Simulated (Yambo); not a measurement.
TePb, 2 atoms in the cell. The structure is cubic, space group Fm-3m (No. 225). The conventional cell has a = 6.462 Å, b = 6.462 Å, c = 6.462 Å, α = 90.00°, β = 90.00°, γ = 90.00°. Pb (site symmetry m-3m) has 6 Te at 3.23 Å as nearest neighbours. Te (site symmetry m-3m) is surrounded by 6 Pb at 3.23 Å. 

```yaml
Program: Yambo 5.3.0
Task: optical spectrum by the Bethe-Salpeter equation
Functional: PBE
Potentials_or_basis: SPMS 1.0 PBE
Cutoff: 952 eV
Density_cutoff: 3810 eV
k_mesh: 4 × 4 × 4
Occupations: fixed
Spin: no spin polarisation
k_mesh_of_the_self-consistent_run: 8 × 8 × 8
Random_integration_of_the_Coulomb_term: yes
Direction_of_the_field_or_of_q_to_0: x
Broadening: 0.1 eV
Kernel: screened exchange
Terms_kept: resonant and antiresonant, uncoupled
Solver: diagonalisation
Correction_of_the_levels: scissor
Top_of_the_energy_range: 20 eV
Energy_points: 200
Scissor_shift: 0.4 eV
Bands_of_the_transition_space_first_last: "[14, 17]"
Bands_in_the_response: 40
Cutoff_of_the_response_matrix: 5 Ry
Cutoff_of_exchange_and_Vxc: 20 Ry
```

Potentials or basis: SPMS 1.0 PBE.

The run is started by

```console
$ OMP_NUM_THREADS=1 pw.x -in scf.in > scf.out
$ OMP_NUM_THREADS=1 pw.x -in nscf.in > nscf.out
$ cd tmp/pwscf.save; p2y; mv SAVE ../..; cd ../..
$ OMP_NUM_THREADS=1 yambo
$ mkdir -p bse2; ln -s $PWD/g0w00/ndb.RIM bse2/
$ OMP_NUM_THREADS=1 yambo -F bse2.in -J bse2 -C bse2_out
$ OMP_NUM_THREADS=1 ypp -J bse2 -C bse2_out -e s -b 1
```

Hardware: 1 thread of Arm Neoverse V2, on a shared host.

Q: Estimate the wall time of this run.

A: Run time: 91 s on 1 thread of Arm Neoverse V2, on a shared host.
